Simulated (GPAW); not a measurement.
HgSe:

```
Hg Se
1.0
     0.00000    3.03900    3.03900
     3.03900    0.00000    3.03900
     3.03900    3.03900    0.00000
Hg Se
1 1
Cartesian
  0.0000 0.0000 0.0000
  4.5585 4.5585 4.5585
```

- Program: GPAW 26.7.0
- Task: relaxation of cell and atoms
- Functional: RPBE
- Potentials or basis: the program's PAW data sets (release 1.2.1) made for this functional
- Cutoff: 600 eV
- Basis: pw
- k mesh: 8 × 8 × 8
- Occupations: fermi-dirac, width 0.05 eV
- Spin: no spin polarisation

At the start: pressure 7.1 GPa; volume 28.07 Å³/atom.

Q: How do energy, volume and symmetry change on relaxing?

A: Over 10 steps the energy falls by 81.0 meV/atom and the volume is 32.43 Å³/atom (+15.6 %); space group F-43m (No. 216, to 0.05 Å).

Step by step:
```
step  energy change (eV)  largest force (eV/Å)  pressure (GPa)  volume (Å³)
   1              0.0000                0.0000            7.15        56.13
   2             -0.0433                0.0000            5.89        57.20
   3             -0.1042                0.0000            3.84        59.21
   4             -0.1499                0.0000            1.60        61.95
   5             -0.1616                0.0000           -0.35        65.11
   6             -0.1616                0.0000           -0.34        65.10
   7             -0.1617                0.0000           -0.33        65.06
   8             -0.1618                0.0000           -0.30        65.01
   9             -0.1619                0.0000           -0.26        64.94
  10             -0.1620                0.0000           -0.22        64.87
```

Final structure:
```
Hg Se
1.0
     0.00000    3.18906    3.18906
     3.18906    0.00000    3.18906
     3.18906    3.18906    0.00000
Hg Se
1 1
Cartesian
  0.0000 0.0000 0.0000
  4.7836 4.7836 4.7836
```

Caveat: later steps reuse the first step's grids; the volume moved by over 15 % at a fixed basis, so the end points are rough; the volume moved by +16 % from the deposited cell, more than functionals usually miss.
